## Results and discussion

The Ge2+ row looks wrong at first reading. Its Σ<r²>, the sum of the mean square radii of all electrons, jumps from 14.73 bohr² in Zn2+ to 19.82 bohr², after a steady fall that began at Ti2+. Its three scattering factors take no notice. At s = 1.4 Å⁻¹ the rise of f per unit of nuclear charge Z from Zn2+ to Ge2+ is 0.151 electrons, the smallest step of that column and close to the steps on either side. The row is sound, and the reason for that also explains why f rises along the whole series.

Doubly charged ions of the fourth period, computed with B-spline radial code 1 by Dirac-Coulomb Hartree-Fock at the basis-set limit, with a Fermi nucleus and open shells averaged over the nl configuration. f is the coherent X-ray scattering factor of the spherical density at s = sin θ/λ, in Å⁻¹; Σ<r²> is the sum of <r²> over all electrons.

```tsv
species	Z	electrons	configuration	f at s = 1.4 (electrons)	f at s = 2.0 (electrons)	f at s = 3.0 (electrons)	Σ<r²> (bohr²)
K2+	19	17	[Ne] 3s2 3p5	3.040	1.747	1.175	15.60
Ca2+	20	18	[Ne] 3s2 3p6	3.390	1.909	1.226	15.37
Sc2+	21	19	[Ar] 3d1	3.720	2.090	1.280	16.22
Ti2+	22	20	[Ar] 3d2	4.035	2.290	1.339	16.51
Cr2+	24	22	[Ar] 3d4	4.601	2.730	1.479	16.40
Mn2+	25	23	[Ar] 3d5	4.847	2.960	1.563	16.19
Fe2+	26	24	[Ar] 3d6	5.069	3.192	1.658	15.93
Co2+	27	25	[Ar] 3d7	5.269	3.420	1.762	15.64
Ni2+	28	26	[Ar] 3d8	5.450	3.643	1.877	15.34
Cu2+	29	27	[Ar] 3d9	5.618	3.856	2.001	15.04
Zn2+	30	28	[Ar] 3d10	5.775	4.059	2.134	14.73
Ge2+	32	30	[Ar] 3d10 4s2	6.077	4.445	2.426	19.82
As2+	33	31	[Ar] 3d10 4s2 4p1	6.231	4.619	2.582	22.50
Se2+	34	32	[Ar] 3d10 4s2 4p2	6.395	4.781	2.743	24.19
```

These are relativistic Hartree-Fock densities of free ions. For a spherical density, f is the sum over all electrons of the average of sin(qr)/(qr), where r is the distance from the nucleus and q = 4πs. The three columns correspond to q = 9.31, 13.30 and 19.95 bohr⁻¹. Z and the electron count N grow together down the table, so the rise of f could come from the added electrons or from the added protons acting on electrons already present. Three accounts are weighed below, and the printed output of the analysis follows the text.

### More electrons, more scattering

The tempting account is that f counts electrons, as it does at s = 0, so that f = cN with one constant c per column. A least-squares fit to all rows does not look bad at s = 1.4, where the worst error is +14 % of the tabulated value, for K2+. At s = 2.0 the same ion is off by +33 %. The steps are a sharper test, since f = cN demands the same step everywhere. At s = 1.4 the fitted step is 0.204 electrons, while the tabulated steps start at 0.350 for K→Ca and drop to less than half of that.

A second test needs no fit. If N only set the height of a curve of fixed shape, the ratio of two columns would be the same in every row. The ratio of f at s = 1.4 to f at s = 2.0 is 3.720/2.090 = 1.78 for Sc2+ and 6.077/4.445 = 1.37 for Ge2+. The table thus shows that the shape of f(s) changes along the series. Either the added electrons are distributed differently from the old ones, or the length scale of the scattering density changes.

The size column does not supply the length that matters at these angles. Expanding sin(qr)/(qr) ≈ 1 − (qr)²/6 gives f ≈ N − q²Σ<r²>/6, which holds while qr is small for the outermost electrons. For these ions the expression already reaches zero at s between 0.38 and 0.51 Å⁻¹. At s = 1.4 it gives −185 electrons or lower, so Σ<r²> describes a range of angles well below those tabulated.

This settles the first half of the Ge2+ puzzle. With the code's choice of closed-shell orbitals, the orbital moments of the same calculation assign 9.08 bohr² of its Σ<r²> to the new 4s pair, and the remaining 10.74 bohr² lies below the Zn2+ total. The jump is the occupation of a diffuse orbital around a core that keeps shrinking. With a mean radius of 2.0 bohr the 4s orbital has qr near 19 at the lowest s, so sin(qr)/(qr) oscillates several times across it and largely cancels. A hydrogenic estimate, good for an order of magnitude only, puts the 4s pair at hundredths of an electron.

### The innermost pair

If diffuse electrons cancel, the opposite account is that only the 1s pair survives at these angles and that f grows as it contracts. At s = 3.0 this describes the start of the series well. A hydrogenic 1s pair gives 1.31 electrons for Sc2+, against 1.280 in the table. There is a strict bound, however, because sin(x)/x never exceeds one and two electrons give at most two. The table passes two in every row at s = 1.4, from Sc2+ onwards at s = 2.0, and from Cu2+ onwards at s = 3.0.

The 1s pair also has little room to grow at the lower angles. Its mean radius is already so small that qr stays below one at s = 1.4, and the model below gives it 0.16 of the 3.355 electrons gained from K2+ to Se2+. At s = 3.0 it gives 0.50 of 1.568 electrons, about a third. The 1s term is a part of f at every angle, but it cannot be the whole wherever f exceeds two.

### The contracting n = 2 shell

Theory points to the shell for which qr is of order one to three, since tighter shells are saturated and looser ones cancel. At s = 1.4 that is the 2s2p shell. The mean 2p radius shrinks from 0.31 bohr in Sc2+ to 0.18 bohr in Ge2+, which takes qr from 2.9 to 1.7. Eight electrons move from near the first zero of sin(qr)/(qr) up its steep flank without any change in their number.

A simple model gives each shell a hydrogenic shape with charge Z_eff = Z − σ, where σ is a screening constant. For the Sc, Co and Ge runs σ follows from the computed mean radius through <r> = [3n² − l(l+1)]/(2Z_eff). It was then taken as linear in Z for n = 1 and 2, so K2+, Ca2+, As2+ and Se2+ are extrapolations, and no value of f entered the fit. The radii of single closed-shell orbitals depend on a convention of the code, so the division among shells is argued from the model and is not a result of the calculation. Averaging sin(qr)/(qr) over the hydrogenic densities, with y = (q/Z_eff)², gives per electron:

- 1s: 1/(1 + y/4)²
- 2s: (1 − y)(1 − 2y)/(1 + y)⁴
- 2p: (1 − y)/(1 + y)⁴

For Ge2+ at q = 9.31 bohr⁻¹, a row whose radii helped to fix σ:

- 1s: Z_eff = 32 − 0.07 = 31.93, y = 0.085, 0.959 per electron, 1.92 for two
- 2s: Z_eff = 32 − 3.29 = 28.71, y = 0.105, 0.474 per electron, 0.95 for two
- 2p: Z_eff = 32 − 4.76 = 27.24, y = 0.117, 0.568 per electron, 3.41 for six

The sum is about 6.27 electrons against 6.077 in the table, 3 % too high, with ten of the thirty electrons counted. The same formulas give the n = 2 shell 4.35 electrons in Ge2+ and only 1.55 in Sc2+. The second half of the Ge2+ puzzle follows from this. The two added protons contract the n = 2 shell as in any other step, because its screening hardly depends on which outer orbital is being filled, and f continues smoothly.

The 2p formula also orders the three columns. It vanishes at q = Z_eff, climbs steeply as Z_eff grows beyond q, and then flattens towards one. The model's steps at s = 2.0 peak between Co and Cu, where q/Z_eff is near 0.6, and the tabulated steps peak a little earlier, at Mn→Fe with 0.232. The same q/Z_eff is reached near the start of the series at s = 1.4 and beyond its end at s = 3.0. This matches a column whose steps fall from the start until Zn→Ge and a column whose steps grow in every row, from 0.051 to 0.161.

One check uses the table alone. If f depends on s/(Z − σ), equal values in two columns fix σ. K2+ at s = 1.4 has the value that the s = 2.0 column reaches at an interpolated Z of 25.3, in an ion with about six more electrons, and this gives σ = 4.2. Ten such matches give σ between 3.2 and 4.2. Each match yields some σ by construction, and a blend of 1s and n = 3 could give a similar value, so this tests consistency only. The range lies close to the 2s and 2p screening and far from that of 1s (below 0.5) or n = 3 (above 8).

### Where the model fails

Judged by worst error alone, the ten-electron core is not much better than f = cN at two of the three angles. It misses by 10 to 11 % of the tabulated value in each column, for Ca2+, Cr2+ and Se2+ in turn, and it is clearly ahead only at s = 2.0. Its advantage is that it has no constant fitted to f and that it follows the broad pattern of the steps. The numbers rule out a fixed contribution per electron and a lone 1s pair, and they support the n = 2 shell as the largest source of the rise. At s = 3.0 that source is only about half, 0.75 of 1.568 electrons, or 0.83 when σ is matched to <1/r>.

The difference between table and core must come from the outer shells and from the error of hydrogenic shapes, and the analysis does not separate the two. At s = 1.4 it is about +0.4 electron for Sc2+, changes sign between Ni2+ and Cu2+, and is about −0.2 for Ge2+. A hydrogenic n = 3 term, with σ linear in the 3d count, also runs from positive to negative, but it turns too late. Adding it worsens the last three steps, giving 0.072 for Zn→Ge against 0.151, so it indicates a size of tenths of an electron and no more. For open shells the tabulated f refers to a spherical average over the configuration, without correlation or anomalous dispersion, so it describes no particular spin or crystal-field state.

Two features stay unexplained. The steps at s = 1.4 turn up again after Ge2+, to 0.154 and then 0.164, well above the 0.001 that rounding allows, and neither version of the model reproduces this. The number of 3d electrons is fixed from Zn2+ onwards, yet the hydrogenic n = 3 term keeps falling there, so it offers no explanation. At s = 3.0 the full model is about 0.2 electron short from Ni2+ onwards. Inner lobes of 3s and 3p, which feel more charge than a match to the mean radius grants them, are a possible but untested cause.

Printed output of the fit:

```
q (1/bohr) at s=1.4,2.0,3.0: 9.31 13.30 19.95; rounding of f 0.0005, of a step 0.001
screening from <r>, Sc/Co/Ge: 1s 0.45 0.29 0.07; 2s 3.38 3.37 3.29; 2p 4.67 4.72 4.76
screening from <r>, Sc/Co/Ge: 3s 8.44 9.57 10.29; 3p 10.29 11.72 12.66; 3d 14.23 16.52 17.43
model parts (electrons): 1s, n=2, n=3, table minus sum | s=1.4 | 2.0 | 3.0
K2+   1.77 +0.96 +0.04 +0.27 | 1.57 +0.04 -0.01 +0.15 | 1.20 -0.02 +0.02 -0.02
Ca2+  1.79 +1.25 +0.13 +0.22 | 1.61 +0.13 -0.02 +0.20 | 1.26 -0.03 +0.01 -0.01
Sc2+  1.81 +1.55 +0.21 +0.15 | 1.64 +0.24 -0.02 +0.23 | 1.31 -0.04 +0.01 +0.01
Ti2+  1.83 +1.85 +0.29 +0.06 | 1.67 +0.38 -0.01 +0.25 | 1.36 -0.05 +0.00 +0.03
Cr2+  1.85 +2.45 +0.43 -0.13 | 1.72 +0.72 +0.05 +0.25 | 1.44 -0.03 -0.01 +0.08
Mn2+  1.86 +2.73 +0.47 -0.22 | 1.74 +0.91 +0.09 +0.23 | 1.48 -0.00 -0.02 +0.10
Fe2+  1.88 +3.00 +0.50 -0.30 | 1.76 +1.10 +0.14 +0.19 | 1.51 +0.03 -0.02 +0.13
Co2+  1.88 +3.26 +0.49 -0.36 | 1.77 +1.31 +0.19 +0.15 | 1.54 +0.08 -0.02 +0.16
Ni2+  1.89 +3.50 +0.46 -0.40 | 1.79 +1.52 +0.25 +0.09 | 1.57 +0.15 -0.02 +0.18
Cu2+  1.90 +3.74 +0.40 -0.42 | 1.80 +1.73 +0.30 +0.02 | 1.59 +0.22 -0.01 +0.20
Zn2+  1.91 +3.95 +0.32 -0.40 | 1.82 +1.94 +0.35 -0.05 | 1.62 +0.31 -0.00 +0.21
Ge2+  1.92 +4.35 +0.05 -0.24 | 1.84 +2.35 +0.44 -0.18 | 1.66 +0.51 +0.04 +0.22
As2+  1.92 +4.53 -0.09 -0.14 | 1.85 +2.56 +0.45 -0.23 | 1.68 +0.62 +0.08 +0.21
Se2+  1.93 +4.71 -0.21 -0.02 | 1.86 +2.75 +0.44 -0.27 | 1.70 +0.74 +0.12 +0.19
step per unit Z: table, 1s+n=2, all shells | s=1.4 | 2.0 | 3.0 | sum r^2 (bohr^2)
 K-Ca 0.350 0.312 0.404 | 0.162 0.125 0.116 | 0.051 0.042 0.037 | -0.23
Ca-Sc 0.330 0.319 0.396 | 0.181 0.147 0.151 | 0.054 0.041 0.037 | +0.85
Sc-Ti 0.315 0.319 0.400 | 0.200 0.167 0.180 | 0.059 0.043 0.038 | +0.29
Ti-Cr 0.283 0.310 0.379 | 0.220 0.192 0.219 | 0.070 0.051 0.045 | -0.06
Cr-Mn 0.246 0.294 0.338 | 0.230 0.210 0.251 | 0.084 0.062 0.057 | -0.21
Mn-Fe 0.222 0.281 0.302 | 0.232 0.217 0.266 | 0.095 0.071 0.068 | -0.26
Fe-Co 0.200 0.268 0.263 | 0.228 0.222 0.276 | 0.104 0.081 0.080 | -0.29
Co-Ni 0.181 0.253 0.222 | 0.223 0.225 0.280 | 0.115 0.091 0.092 | -0.30
Ni-Cu 0.168 0.239 0.181 | 0.213 0.225 0.279 | 0.124 0.100 0.105 | -0.30
Cu-Zn 0.157 0.225 0.143 | 0.203 0.223 0.273 | 0.133 0.109 0.118 | -0.31
Zn-Ge 0.151 0.205 0.072 | 0.193 0.218 0.262 | 0.146 0.121 0.144 | +2.54
Ge-As 0.154 0.187 0.047 | 0.174 0.210 0.223 | 0.156 0.131 0.164 | +2.68
As-Se 0.164 0.175 0.049 | 0.162 0.205 0.194 | 0.161 0.136 0.175 | +1.69
s=1.4 worst error: cN (c=0.2038) +14.0% K2+; 1s -69.9% Se2+; 1s+n=2 -10.3% Ca2+; all -8.9% K2+; all via <1/r> +8.5% Ni2+
  K to Se rise: table 3.355; 1s/n=2/n=3 0.16 3.74 -0.26 (via <1/r> 0.16 3.74 -0.24); f/N 0.1788 to 0.2112
s=2.0 worst error: cN (c=0.1364) +32.8% K2+; 1s -61.2% Se2+; 1s+n=2 -10.8% Cr2+; all -10.8% Sc2+; all via <1/r> -7.8% Ti2+
  K to Se rise: table 3.034; 1s/n=2/n=3 0.29 2.71 +0.45 (via <1/r> 0.28 2.77 +0.39); f/N 0.1028 to 0.1494
s=3.0 worst error: cN (c=0.0749) -12.6% Se2+; 1s -38.2% Se2+; 1s+n=2 -11.3% Se2+; all -9.9% Zn2+; all via <1/r> -7.0% Zn2+
  K to Se rise: table 1.568; 1s/n=2/n=3 0.50 0.75 +0.10 (via <1/r> 0.49 0.83 +0.08); f/N 0.0669 to 0.0857
N - q^2 r2/6: zero at s=0.38 to 0.51 1/A; at s=1.4 gives -317 to -185 electrons
same f at s=1.4,2.0 (matching Z, sigma): K 25.3 4.2; Ca 26.9 4.0; Sc 28.4 3.8; Ti 29.9 3.6; Cr 32.9 3.2
same f at s=2.0,3.0 (matching Z, sigma): K 26.9 3.3; Ca 28.3 3.5; Sc 29.7 3.6; Ti 31.1 3.8; Cr 33.9 4.2
sum r^2 (bohr^2): Sc 3d 3.01 rest 13.21; Co 3d 9.00 rest 6.64; Ge 4s 9.08 rest 10.74; Zn 14.73
Ge 4s pair, hydrogenic, size only (electrons): +0.024 -0.002 +0.009
```
